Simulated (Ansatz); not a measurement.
# Ca (I4/mmm) in Ansatz: further runs

One crystal, Ca, is run at these levels: r2SCAN0, m-r2SCAN; tasks: projected density of states, elastic constants.

Program: Ansatz 0.2.0. These are calculated values, not measurements. Logs are shortened: lines on timing, memory, paths and dates and some standing lists are left out, and cuts for length are marked.

### 1 Starting point

It takes space group I4/mmm (No. 139, tetragonal). The conventional cell has a = 4.410 Å, b = 4.410 Å, c = 4.392 Å, α = 90.00°, β = 90.00°, γ = 90.00°. Ca (site symmetry 4/mmm) is surrounded by 8 Ca at 3.81 Å.

This isn't the form of Ca at room conditions, which is fcc.

### 2 Projected density of states, r2SCAN0 (volume scaled by 1.08)

input.yaml

```yaml
crystal:
  lattice: { a: 4.52501681, b: 4.52501681, c: 4.5063642, alpha: 90.0, beta: 90.0, gamma: 90.0 }
  space_group: 139
  reduce_to_primitive: true
  atoms:
    - { symbol: Ca, wyckoff: "2b", position: [0.0, 0.0, 0.5] }
hamiltonian:
  xc: r2scan0
  pseudopotentials: { kind: paw }
kpoints:
  mp_grid: { grid: [6, 6, 6] }
scf:
  occupations: { method: methfessel_paxton, width: 0.05 }
  n_extra_bands: 6
output:
  forces: true
  stress: true
  eigenvalues: true
  dos: { projected: true, de: 0.05 }
```

Potentials or basis: Ansatz PAW.

On the command line:

```
> ansatz run input.yaml --threads 1 --pin off --max-ram 2560MiB --backend cpu --events-out ev --progress --plain --runs-dir out
```

Standard output:

```text
Warning: output.stress: scf.convergence.dr2_threshold = 1e-7 eV (the SCF's general default) is looser than the 1e-10 eV advised for a printed stress (1e-10 eV for each atom of the cell: 1). What an SCF threshold leaves in a stress goes as its square root, and in the free energy as the threshold itself, and one threshold admits the most on a small cell: of the crystals measured, under no hybrid functional and no lock of the moments, on runs that ended without the residual-converged pass, on stresses that held no estimate of that error, the worst erred by over 100 MPa in a component at 1e-7 eV an atom and by under 5 at 1e-10. Set scf.convergence.dr2_threshold to 1e-10 eV or tighter. The threshold is an SCF's pass mark: one that does not reach it within its budget of iterations ends unconverged, or closes short of it on a stop that the run arms, and scf.convergence.dr2_threshold's page says what that costs each kind of run
Warning: output.stress: scf.exx.energy_threshold = 1e-6 eV is looser than the 1e-8 eV advised for a stress under a hybrid functional (1e-8 eV for each atom of the cell: 1). Every SCF of the exchange loop can meet its threshold on dr2 while the loop round them stops early: no threshold on dr2 bounds what that leaves in the stress. Set scf.exx.energy_threshold to 1e-8 eV or tighter. The threshold is the loop's pass mark: a loop that does not reach it within its budget of cycles ends unconverged, and scf.exx.energy_threshold's page has the law
Warning: RAYON_NUM_THREADS=1 ignored (pool sized by the plan → 1); use --threads N
crystal.space_group: 139 is read as I4/mmm: the typed cell holds Ca2 (Ca 2b). Least distances (Å): Ca–Ca 3.913
scf.n_extra_bands = 6 over 5 filled bands (N_el = 10.0): the run solves 11 bands
Engine: ansatz 0.2.0, aarch64-unknown-linux-gnu
Pseudopotentials: kind: paw
Pseudopotential: Ca, paw, valence charge 10, recommended cutoff 500 eV (meta_gga), Ca.paw.azcp
Functional definition: r2SCAN0
  parameter a = 0.25
  parameter k0 = 0.174
  parameter k1 = 0.065
  parameter a1 = 4.9479
  exchange = (1 - a)*r2scan_x(k0 = k0, k1 = k1, a1 = a1) + a*exact_x
  correlation = r2scan_c
Crystal: 1 atoms, lattice volume = 46.136 Å³
Basis set: ecut = 500 eV, 1173 PW (Γ), exchange–correlation on 120×120×120 points (64 copies of the dense FFT grid, shifted against one another)
Bands: 11, of which v1, the nominal top of the filled ones, is band 5 counted from 1 (4 counted from 0)
Symmetry: 16 space group operations
Space group: I4/mmm (ITA 139), of the structure as read, at distance tolerance 3.6e-5 Å
k-points: 30 of 216
Non-local potential: Ca, projectors of the file, l = 0: 3, l = 1: 2, l = 2: 2
PAW form: soft (Blöchl's): semilocal exchange-correlation on the pseudo side does not see the compensation charge
PAW frozen core: Ca, regenerated for the run's functional, and the local potential with it (the file was generated under x = pbe(κ = 0.804, μ = 0.2195149727645171), c = pbe(β = 0.06672455060314922))
PAW one-centre angular grid: Ca, 302 points (default); XC on 160 Gauss nodes
Initial density: superposition of atomic densities (neutral atoms: chi_scale 0, normalization atom), corrected by the library's trained network
Initial wavefunctions: pseudopotential atomic-orbital guess
Functional: x = r2scan, c = r2scan; τ floored in thin density (d = 2e-4 eV/Å³), warm-up for x = 0.75 r2scan + 0.25 exact, c = r2scan; τ floored in thin density (d = 2e-4 eV/Å³)
SCF iter   1: F=—  HF=-1821.636209 eV  |F-HF|=—  |Δ(HF+E_count)|=         —  Δρ=4.66e-3  dr2=1.19e-2  dr2_τ=9.99e-4  ethr=1.77e-3  ⟨swp⟩=9.8  Hψ=1994  notcnv=0
preconditioner: auto → none  [insulator: Δε(μ)=0.040 eV  Ē_g=4.844 eV  σ=0.050 eV  W_gap=0.54  n_scr=12 (ndim 8)  ℏωp=7.7 eV  f_vac=0.000  D(μ)=2.40/eV (n_scr^D=18)]
iter 2 solved again at ethr=9.35e-6 eV; its pass at ethr=1.19e-4 eV (dr2=9.35e-4 eV) is discarded
SCF iter   2: F=—  HF=-1821.647324 eV  |F-HF|=—  |Δ(HF+E_count)|=   1.11e-2  S|Δr|=    0.00e0  Δρ=1.49e-3  dr2=9.38e-4  dr2_τ=1.00e-4  ethr=9.35e-6  ⟨swp⟩=2.0  Hψ=1524  notcnv=0
SCF iter   3: F=—  HF=-1821.647595 eV  |F-HF|=—  |Δ(HF+E_count)|=   2.71e-4  S|Δr|=    0.00e0  Δρ=5.17e-4  dr2=7.09e-5  dr2_τ=1.35e-5  ethr=9.35e-6  ⟨swp⟩=3.0  Hψ=734  notcnv=0
SCF iter   4: F=—  HF=-1821.647685 eV  |F-HF|=—  |Δ(HF+E_count)|=   9.08e-5  S|Δr|=    0.00e0  Δρ=4.56e-5  dr2=3.87e-7  dr2_τ=8.82e-8  ethr=7.09e-7  ⟨swp⟩=3.1  Hψ=640  notcnv=0
SCF iter   5: F=—  HF=-1821.647686 eV  |F-HF|=—  |Δ(HF+E_count)|=   5.45e-7  S|Δr|=    0.00e0  Δρ=9.24e-6  dr2=2.28e-8  dr2_τ=6.49e-9  ethr=3.87e-9  ⟨swp⟩=3.7  Hψ=670  notcnv=0
SCF iter   6: F=-1821.647686 eV  HF=-1821.647686 eV  |F-HF|=2.97e-10  |Δ(HF+E_count)|=   2.27e-9  S|Δr|=    0.00e0  Δρ=1.27e-6  dr2=4.98e-10  dr2_τ=4.34e-11  ethr=2.28e-10  ⟨swp⟩=3.4  Hψ=605  notcnv=0
SCF 1 converged in 6 iterations: F = -1821.647686 eV  dr2 = 4.98e-10
Initial density: handed on by an earlier stage of this run
Initial wavefunctions: those handed on with the density
Functional: x = 0.75 r2scan + 0.25 exact, c = r2scan; τ floored in thin density (d = 2e-4 eV/Å³)
Frozen-core exchange: fock
[... 16 lines left out ...]
  Residual-converged pass: ⟨swp⟩=3.2  Hψ=641  notcnv=0  max |occ|·‖R‖ = 2.3e-6 eV (tolerance 2.4e-6 eV)  dr2=9.72e-9  dr2_τ=2.27e-10  dr2_onsite=4.56e-10  max |Δocc| = 3.5e-9
hybrid outer 2: dexx = +3.163e-4 eV, tail = 2.32e-3 eV, Δε = 1.42e-1 eV (about 1.70e-1 eV left of the loop's levels)
Frozen-core exchange: fock
SCF iter   1: F=—  HF=-1821.452718 eV  |F-HF|=—  |Δ(HF+E_count)|=         —  Δρ=1.42e-4  dr2=1.92e-4  dr2_τ=8.87e-8  ethr=1.16e-4  ⟨swp⟩=2.3  Hψ=670  notcnv=0
preconditioner: auto → none  [insulator: Δε(μ)=0.229 eV  Ē_g=6.260 eV  σ=0.050 eV  W_gap=0.73  n_scr=12 (ndim 8)  ℏωp=7.7 eV  f_vac=0.000  D(μ)=0.50/eV (n_scr^D=0)]
SCF iter   2: F=—  HF=-1821.452705 eV  |F-HF|=—  |Δ(HF+E_count)|=   1.25e-5  S|Δr|=    0.00e0  Δρ=5.81e-5  dr2=1.79e-4  dr2_τ=6.38e-8  ethr=1.93e-7  ⟨swp⟩=3.0  Hψ=547  notcnv=0
SCF iter   3: F=—  HF=-1821.452704 eV  |F-HF|=—  |Δ(HF+E_count)|=   7.67e-7  S|Δr|=    0.00e0  Δρ=9.70e-6  dr2=1.78e-4  dr2_τ=2.73e-9  ethr=2.21e-8  ⟨swp⟩=3.0  Hψ=597  notcnv=0
SCF iter   4: F=-1821.453043 eV  HF=-1821.453044 eV  |F-HF|=4.59e-7  |Δ(HF+E_count)|=   3.39e-4  S|Δr|=    0.00e0  Δρ=2.54e-5  dr2=1.71e-6  dr2_τ=3.31e-9  ethr=2.12e-10  ⟨swp⟩=4.7  Hψ=1151  notcnv=0
SCF 4 stopped early in 4 iterations: F = -1821.453043 eV  dr2 = 1.71e-6
hybrid outer 3: dexx = +3.351e-4 eV, tail = inf eV, Δε = 1.14e-1 eV (about 5.22e-3 eV left of the loop's levels)
Frozen-core exchange: fock
SCF iter   1: F=—  HF=-1821.452884 eV  |F-HF|=—  |Δ(HF+E_count)|=         —  Δρ=5.64e-5  dr2=8.52e-6  dr2_τ=3.29e-8  ethr=1.80e-7  ⟨swp⟩=4.1  Hψ=796  notcnv=0
preconditioner: auto → none  [insulator: Δε(μ)=0.179 eV  Ē_g=6.259 eV  σ=0.050 eV  W_gap=0.75  n_scr=12 (ndim 8)  ℏωp=7.7 eV  f_vac=0.000  D(μ)=0.53/eV (n_scr^D=0)]
SCF iter   2: F=—  HF=-1821.452884 eV  |F-HF|=—  |Δ(HF+E_count)|=   2.29e-7  S|Δr|=    0.00e0  Δρ=2.55e-5  dr2=8.13e-6  dr2_τ=8.31e-9  ethr=5.02e-9  ⟨swp⟩=2.7  Hψ=503  notcnv=0
SCF iter   3: F=—  HF=-1821.452884 eV  |F-HF|=—  |Δ(HF+E_count)|=   4.92e-8  S|Δr|=    0.00e0  Δρ=1.46e-6  dr2=8.08e-6  dr2_τ=7.18e-11  ethr=9.43e-10  ⟨swp⟩=2.8  Hψ=521  notcnv=0
SCF iter   4: F=—  HF=-1821.453037 eV  |F-HF|=—  |Δ(HF+E_count)|=   1.53e-4  S|Δr|=    0.00e0  Δρ=4.92e-5  dr2=5.41e-7  dr2_τ=2.37e-8  ethr=6.04e-12  ⟨swp⟩=5.0  Hψ=1289  notcnv=0
SCF iter   5: F=—  HF=-1821.453036 eV  |F-HF|=—  |Δ(HF+E_count)|=   2.96e-7  S|Δr|=    0.00e0  Δρ=4.02e-6  dr2=9.05e-8  dr2_τ=9.35e-10  ethr=6.04e-12  ⟨swp⟩=4.9  Hψ=1112  notcnv=0
SCF iter   6: F=—  HF=-1821.453036 eV  |F-HF|=—  |Δ(HF+E_count)|=   1.09e-9  S|Δr|=    0.00e0  Δρ=9.25e-7  dr2=8.68e-8  dr2_τ=4.22e-11  ethr=6.04e-12  ⟨swp⟩=3.3  Hψ=644  notcnv=0
SCF iter   7: F=—  HF=-1821.453037 eV  |F-HF|=—  |Δ(HF+E_count)|=   6.03e-7  S|Δr|=    0.00e0  Δρ=6.90e-6  dr2=1.16e-8  dr2_τ=5.22e-10  ethr=1.46e-12  ⟨swp⟩=5.0  Hψ=951  notcnv=0
SCF iter   8: F=-1821.453037 eV  HF=-1821.453037 eV  |F-HF|=7.73e-12  |Δ(HF+E_count)|=   7.40e-9  S|Δr|=    0.00e0  Δρ=1.21e-7  dr2=1.22e-9  dr2_τ=1.41e-12  ethr=1.46e-12  ⟨swp⟩=4.4  Hψ=712  notcnv=0
SCF 5 converged in 8 iterations: F = -1821.453037 eV  dr2 = 1.22e-9
  Residual-converged pass: ⟨swp⟩=2.1  Hψ=447  notcnv=0  max |occ|·‖R‖ = 2.4e-6 eV (tolerance 2.4e-6 eV)  dr2=1.22e-9  dr2_τ=1.42e-12  dr2_onsite=1.40e-12  max |Δocc| = 1.1e-12
hybrid outer 4: dexx = +1.378e-7 eV, tail = inf eV, Δε = 1.00e-2 eV (about 6.56e-4 eV left of the loop's levels)
Frozen-core exchange: fock
SCF iter   1: F=—  HF=-1821.453037 eV  |F-HF|=—  |Δ(HF+E_count)|=         —  Δρ=2.96e-7  dr2=1.44e-10  dr2_τ=1.21e-12  ethr=1.33e-9  ⟨swp⟩=5.2  Hψ=857  notcnv=0
SCF iter   2: F=-1821.453037 eV  HF=-1821.453037 eV  |F-HF|=6.82e-13  |Δ(HF+E_count)|=  4.32e-11  S|Δr|=    0.00e0  Δρ=7.96e-8  dr2=6.97e-11  dr2_τ=3.01e-13  ethr=1.00e-12  ⟨swp⟩=2.8  Hψ=510  notcnv=0
SCF 6 converged in 2 iterations: F = -1821.453037 eV  dr2 = 6.97e-11
  Residual-converged pass: ⟨swp⟩=2.0  Hψ=439  notcnv=0  max |occ|·‖R‖ = 2.4e-6 eV (tolerance 2.4e-6 eV)  dr2=6.97e-11  dr2_τ=2.75e-13  dr2_onsite=2.95e-13  max |Δocc| = 5.1e-14
hybrid outer 5: dexx = +1.912e-10 eV, tail = 1.41e-10 eV, Δε = 2.74e-5 eV (about 9.11e-6 eV left of the loop's levels), ΔF = 3.16e-30 eV/Å (tail inf)
hybrid SCF converged: 5 outer / 22 inner (+6 warm-up), last move |dexx| = 1.91e-10 eV, tail = 1.41e-10 eV
Stability not checked: this state was not tested for a lower state beside it, because the functional holds exact exchange (a hybrid, or Hartree-Fock), whose exchange loop this test does not read (fock_operator; see scf.lower_state_search)
Free energy (F): -1821.453037 eV
Frozen-core exchange: fock
Harris-Foulkes:  -1821.453037 eV  (|F-HF|=6.82e-13)
Internal energy: -1821.452847 eV  (E = F + TS)
E sigma→0 (E₀):  -1821.452989 eV
Entropy (-TS):   -0.000190 eV (-0.190 meV/atom)
Fermi energy:    4.559854 eV
--- Per-component energies (eV) ---
  E_band       = -212.776109
  E_kinetic    = 273.883031
  E_local      = -870.912017  (includes V_loc(G=0)·N_el)
  E_nonlocal   = 62.837244
  E_hartree    = 290.887706
  E_xc         = -103.531893
  E_vxc        = -144.039107  (∫ρ·V_xc dr)
  E_exx        = -31.773703  (= α·E_x^exact, valence–valence)
  E_paw        = -862.709657  (= ΣΔE_a)
  E_vpaw       = -60.298504  (= ΣTr[D̂ρ^β])
  E_aug_tail   = -0.000004  (compensation charges beyond the density's cutoff)
  E_vtau       = 7.525263  (kinetic-family band-sum trace: ∫τ·v_τ [+ j·A + Jᵃ·Aᵃ] dr)
  E_ewald      = -579.841579
  E_core_change = -0.291974  (= ΣΔE_core)
  E_smearing   = -0.000190  (= −TS)
  E_closure    = -0.000000  (closes the sum)
  Σ components = -1821.453037   (vs F -1821.453037, Δ=-2.27e-13)
--- Forces (eV/Å), atoms counted from 1 ---
  atom   1  Ca     0.00000000     0.00000000    -0.00000000
  max |Σ_I F_I| component: 3.16e-30 eV/Å
--- Stress (GPa, compression-positive) ---
       -0.420968       0.000000       0.000000
        0.000000      -0.420968      -0.000000
       -0.000000      -0.000000      -0.615246
  P = ⅓ Tr σ = -0.4857 GPa (-4.857 kbar)
--- Band table (eV; the first three rows and the last of 30) ---
  k-point 0: bands = ["-43.0647", "-21.8943", "-21.8919", "-21.8919", "-0.8325", "8.1110", "8.1248", "8.1248", "9.2313", "9.2572", "15.4168"]
  k-point 1: bands = ["-43.0620", "-21.9204", "-21.9035", "-21.8920", "-0.2803", "7.7066", "7.8030", "8.4980", "8.9937", "9.2611", "14.5471"]
  k-point 2: bands = ["-43.0568", "-21.9760", "-21.9216", "-21.8921", "1.2771", "6.2223", "7.2636", "9.0967", "9.3941", "9.5111", "12.0160"]
  k-point 29: bands = ["-43.0466", "-21.9718", "-21.9702", "-21.9702", "5.4276", "5.4293", "8.7646", "8.7646", "8.8445", "10.1436", "10.1436"]
```

It took 46 s on 1 thread of Arm Neoverse V1, shared host; peak memory 1 GiB.

Results:

| Property | Result |
| --- | --- |
| Free energy | -1821.4530 eV |
| Pressure | -0.5 GPa |
| Band gap on the k mesh | none (metal or under the smearing width) |
| Density of states at the Fermi level | 0.42 states/eV per cell |

States per cell in windows of 1 eV (zero at the Fermi level; states under -8 eV left out):
```csv
from (eV),total,Ca 4s
-8.0,0.00,0.00
-7.0,0.00,0.00
-6.0,0.01,0.01
-5.0,0.16,0.16
-4.0,0.29,0.28
-3.0,0.39,0.35
-2.0,0.61,0.44
-1.0,0.49,0.20
0.0,0.95,0.07
1.0,0.99,0.06
2.0,1.67,0.06
3.0,1.10,0.03
4.0,3.50,0.09
5.0,1.84,0.05
6.0,1.19,0.12
7.0,0.44,0.02
```

Caveat: the PAW data sets come from PBE, with cores solved anew for the run's functional, which leaves a small shift of forces and pressure; the thresholds are loose for stress.

### 3 Elastic constants, m-r2SCAN

input.yaml

```yaml
crystal:
  lattice:
    - [-2.2052049036, 2.2052049036, 2.19611481]
    - [2.2052049036, -2.2052049036, 2.19611481]
    - [2.2052049036, 2.2052049036, -2.19611481]
  atoms:
    - { symbol: Ca, position: [0.5, 0.5, 0.0] }
hamiltonian:
  xc: mr2scan
  pseudopotentials: { kind: nc, accuracy: stringent }
kpoints:
  mp_grid: { grid: [6, 6, 6] }
scf:
  occupations: { method: methfessel_paxton, width: 0.01 }
output:
  forces: true
  stress: true
elastic:
  mode: relaxed_ion
  stencil: two_point
```

Potentials or basis: PseudoDojo stringent (PBE files).

On the command line:

```
> ansatz run input.yaml --threads 1 --pin off --max-ram 2560MiB --backend cpu --events-out ev --progress --plain --runs-dir out
```

It took 71 s on 1 thread of Arm Neoverse V1, shared host; peak memory 0.56 GiB.

The run converged. Its results:

```yaml
Free_energy: -1062.6406 eV
Pressure: 0.4 GPa
Band_gap_on_the_k_mesh: none (metal or under the smearing width)
Voigt_bulk_modulus: 21 GPa
```

Stress tensor (GPa, compression positive):
```
0.44 0.00 0.00
0.00 0.44 0.00
0.00 0.00 0.34
```

Levels at points of the mesh, in eV from the Fermi level:
| k point | band 2 | band 3 | band 4 | band 5 | band 6 | band 7 | band 8 | band 9 |
| --- | --- | --- | --- | --- | --- | --- | --- | --- |
| (0.00, 0.00, 0.00) | -24.06 | -24.06 | -24.06 | -4.40 | 2.68 | 2.70 | 2.70 | 3.80 |
| (0.00, 0.00, -0.50) | -24.19 | -24.10 | -24.06 | -0.92 | -0.24 | 1.64 | 3.70 | 4.11 |
| (0.00, -0.50, 0.00) | -24.19 | -24.10 | -24.06 | -0.90 | -0.23 | 1.62 | 3.72 | 4.12 |
| (-0.50, -0.50, -0.50) | -24.16 | -24.16 | -24.15 | 0.15 | 0.16 | 4.00 | 4.00 | 4.08 |

Elastic tensor in Voigt notation (GPa, in the Cartesian axes of the cell as first typed):
```
 17  21  26   0   0   0
 21  17  26   0   0   0
 26  26   7   0   0   0
  0   0   0 -32   0   0
  0   0   0   0 -32   0
  0   0   0   0   0 -74
```

Caveat: the meta-GGA runs on potentials made for a GGA; the elastic tensor has a negative eigenvalue, so either the cell is unstable as it stands or the mesh is too thin; the potentials were made for another functional, which shifts forces and pressure.
